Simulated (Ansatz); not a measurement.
Start from KZnF$_{3}$ in the cubic perovskite structure (space group Pm-3m, No. 221; a = 4.0523 Å). Axes: x, y, z lie along the cube axes.

Method: Kohn–Sham DFT with the PBEsol functional, run in Ansatz (an electronic-structure program) with PAW and 420 eV plane waves, no spin-orbit coupling.

One thing is altered: every lattice vector is shortened by 0.60 %; the atoms relax in the strained cell.

Problem. Predict the stress tensor and what it implies for the stiffness.

Solution. Stress of the strained cell less that of the base (GPa, compression positive):
```
   1.50    0.00    0.00
   0.00    1.50    0.00
   0.00    0.00    1.50
```

Then B = −ΔP/(ΔV/V₀) with ΔV/V₀ = -0.0179 gives secant stiffness values (nonlinear terms included at this strain): B ≈ 84 GPa.

Whether these cells are dynamically stable was not tested. Many cubic perovskites are stable only at high temperature; tilts and polar distortions were not tested.
